A phonon frequency is the rate at which the atoms of a crystal swing about their rest positions in one collective pattern, given here as a wavenumber in cm⁻¹. To obtain it, each atom of PtSe₂ was shifted slightly, the forces on all atoms were computed with the BLYP density functional, and the resulting stiffnesses were combined with the atomic masses. The table holds the patterns in which every unit cell moves alike, the so-called Γ point. Three atoms moving in three directions give nine of them.

Phonons of PtSe₂ at the Γ point (q row 1), computed with GPAW 26.7.0 using the BLYP functional, PAW data sets and a 510 eV plane-wave cutoff, without dispersion correction or spin–orbit coupling. The atoms were first relaxed in a fixed cell, then displaced by 0.01 Å in a single unit cell, with an 8×8×5 k-mesh and Fermi–Dirac smearing of 0.05 eV.

```tsv
row	phonon q row (row)	phonon frequency (cm⁻¹)
1	1	0.00
2	1	0.00
3	1	0.00
4	1	156.50
5	1	156.50
6	1	202.50
7	1	208.60
8	1	208.60
9	1	213.40
```

The first three rows are zero because in them the whole crystal moves as one body. No bond changes length, so nothing pulls back. The other six rows are true vibrations, and all their frequencies are real. That shows stability against small shifts of the atoms repeated identically in every cell, with the cell itself held fixed, and against nothing else.

Rows 4 and 5 form a pair at 156.5 cm⁻¹, two equivalent directions of motion within the layer plane. The next mode lies 46 cm⁻¹ higher, while the upper four modes crowd into a span of 11 cm⁻¹. The series therefore poses a plain question: what sets one pair so far apart from the rest?

The tempting answer is that the heavy atom moves in the slow pair. Platinum weighs about two and a half times as much as selenium, and heavy things swing slowly. But spectroscopy of PtSe₂ assigns the lowest pair to the pattern called $E_g$, in which platinum stands still. Each platinum atom sits midway between two selenium planes, and in $E_g$ these planes slide in opposite directions, so that their pulls on it cancel.

A model with one kind of spring shows why the intuition fails. Let $m$ be the mass of selenium, $M$ that of platinum, and $k$ the stiffness with which platinum holds each selenium atom. With platinum at rest, the angular frequency $\omega$ follows from $\omega^2=k/m$. In the opposite kind of pattern both selenium planes move together by $u$, and platinum must recoil by $2mu/M$ to keep the centre of mass fixed. The spring is then strained by $u(1+2m/M)$, so that

$$\omega^2=\frac{k}{m}\left(1+\frac{2m}{M}\right).$$

Platinum's motion thus raises the frequency, because its recoil strains the springs further for the same swing of selenium.

Rows 7 and 8, the upper in-plane pair, put this to the test. They belong to the pattern $E_u$, in which platinum recoils. With masses of 79 and 195, the factor is $\sqrt{1+2\times79/195}=1.345$. Applied to the lowest pair, it gives $1.345\times156.5\approx210$ cm⁻¹, against a computed 208.6. The lower pair served as the anchor, so only the upper one tests the model, and it comes out within about one per cent. A match that close should not be pressed, since no finer mesh of electronic states was tried.

The table lists frequencies without the motions behind them, so it is worth asking what the reverse assignment would cost. If platinum moved in the lower pair, the selenium planes would need an additional resistance to sliding against each other, more than twice as stiff as their hold on platinum. With the accepted assignment this additional resistance is only about two per cent. That favours the accepted assignment, although the numbers alone do not exclude the other.

Rows 6 and 9 are single modes, with the atoms moving perpendicular to the layers. In one of them, $A_{1g}$, platinum rests while the selenium planes move apart and together; in the other, $A_{2u}$, platinum recoils against both. Which row is which is left open here: the table does not show the motions, and the two lie so close together that a finer mesh of electronic states might exchange them. Both orders therefore have to be tried.

If the spring were equally stiff in all directions, $A_{1g}$ should lie beside the lowest pair and $A_{2u}$ beside the upper one. The second half of this works: whichever row is taken as $A_{2u}$, the model places it within 4 per cent. The first half fails badly, for $A_{1g}$ comes out too low by 46 cm⁻¹ or more in either order. This turns the original question round. The low pair lies where masses and a single spring would put it, and the odd one out is $A_{1g}$, which hides among the faster modes.

A second explanation looks to the directions of the bonds. The Pt–Se bonds lie flatter against the layer plane than they would in a regular octahedron, so springs that resist only stretching are not equally stiff both ways. Such springs are softer for perpendicular motion, however, and would push $A_{1g}$ down to about 139 cm⁻¹, whereas neither single mode lies below 202 cm⁻¹. Bond direction alone makes the discrepancy worse.

The third explanation is a stiffness that acts only when the two selenium planes move against each other. It leaves $E_u$ and $A_{2u}$ untouched, because there the planes travel together. For perpendicular motion the frequencies demand an addition of roughly 0.6 to 1.0 times the platinum–selenium stiffness, depending on the order of rows 6 and 9. Two stiffnesses can always reproduce two frequencies, so the agreement itself is no success. What carries meaning is the contrast between a large addition across the layers and almost none along them.

The obvious source would be selenium atoms pressing directly on one another. The nearest contact between the planes, 3.20 Å, runs across the gap between neighbouring layers; the one through a layer measures 3.44 Å. Both run at a slant, so a simple spring along either would also stiffen the sliding motion. If it were strong enough to explain $A_{1g}$, it would raise the lowest pair by 14 to 26 cm⁻¹ above its computed value. Direct contact of this simple kind is therefore not the whole story.

A more promising candidate, though untested here, is coupling between the bonds themselves. In $A_{1g}$ all six bonds around a platinum atom lengthen and shorten together, while in $E_g$ some lengthen as others shorten. If stretching one bond makes its neighbours harder to stretch, these effects add up in the first pattern and partly cancel in the second. That would produce a contrast of the observed kind.

The printed output below sets out the one-spring and stretch-only models, each anchored on rows 4 and 5, for both orders of the single modes. Of the three explanations, the heavy-atom idea fails because platinum's recoil lifts a mode above its partner with platinum at rest, and bond direction shifts $A_{1g}$ the wrong way. An additional stiffness between the selenium planes survives, as a description whose origin is still to be found.

For anyone reading a Raman spectrum of PtSe₂, the useful part is the pattern. The two Raman-active modes are $E_g$ and $A_{1g}$, and in both only selenium moves. Their separation therefore reflects differences in stiffness, with no help from the mass of platinum. The absolute values should not serve as calibration marks. BLYP would prefer a larger cell than the one used, which is why the calculation reports a pressure of 9.4 GPa, and spin-orbit coupling was left out although platinum is a heavy element.

The sister compound PtS₂ makes a helpful comparison. Sulfur is lighter than selenium, so platinum recoils less and the mass factor lies closer to one. If the springs keep their proportions, the two in-plane pairs should be closer together in relative terms, even though all the vibrations are faster. The ratio of $A_{1g}$ to $E_g$ would stay as it is in PtSe₂, since only the light atom moves in either mode.

What remains open is where the additional stiffness resides. In $A_{1g}$ each layer swells, and the selenium planes facing each other across a gap approach at the same moment, so a resistance within the layer and one between layers look identical at the Γ point. The part played by the gap also depends on the chosen cell size, and BLYP without a dispersion correction misses part of the attraction across it. A calculation on a single layer with the same in-plane dimensions would separate the two: would $A_{1g}$ stay among the fast modes, or sink towards the slow pair?

Output of the analysis:

```
Models anchored on the lowest pair in 1/cm:
  row  computed  one spring A1g row 6  one spring A1g row 9  stretch only A1g row 6  stretch only A1g row 9
    1         0                     0                     0                       0                       0
    2         0                     0                     0                       0                       0
    3         0                     0                     0                       0                       0
    4     156.5                 156.5                 156.5                   156.5                   156.5
    5     156.5                 156.5                 156.5                   156.5                   156.5
    6     202.5                 156.5                 210.6                   138.5                   186.3
    7     208.6                 210.6                 210.6                   210.6                   210.6
    8     208.6                 210.6                 210.6                   210.6                   210.6
    9     213.4                 210.6                 156.5                   186.3                   138.5
Odd to even frequency ratio from masses alone: 1.345
Computed ratio of upper to lower doublet: 1.333
Computed ratio of row 9 to row 6: 1.054
Gap from lowest pair to row 6 in 1/cm: 46
Spread of the upper four modes in 1/cm: 10.9
One spring less computed for upper doublet in 1/cm: 1.964
One spring less computed for row 6 as A1g in 1/cm: -46
One spring less computed for row 9 as A2u in 1/cm: -2.836
One spring less computed for row 6 as A2u in 1/cm: 8.064
One spring less computed for row 9 as A1g in 1/cm: -56.9
Stretch-only frequency factor out of plane to in plane: 0.885
Stretch only less computed for row 6 as A1g in 1/cm: -64
Stretch only less computed for row 9 as A2u in 1/cm: -27.05
Extra even stiffness in plane relative to Pt-Se stiffness: 0.01892
Extra even stiffness along c relative to Pt-Se with A1g row 6: 0.6301
Extra even stiffness along c relative to Pt-Se with A1g row 9: 1.01
Extra even stiffness in plane if the doublets were reversed: 2.216
Pt-Se bond in relaxed cell in angstrom: 2.536
Se-Se contact across the gap in angstrom: 3.201
Se-Se contact through the layer in angstrom: 3.444
Eg implied by central gap spring less computed with A1g row 6 in 1/cm: 18.3
Eg implied by central layer spring less computed with A1g row 6 in 1/cm: 14.08
Eg implied by central gap spring less computed with A1g row 9 in 1/cm: 26.39
Eg implied by central layer spring less computed with A1g row 9 in 1/cm: 20.54
```
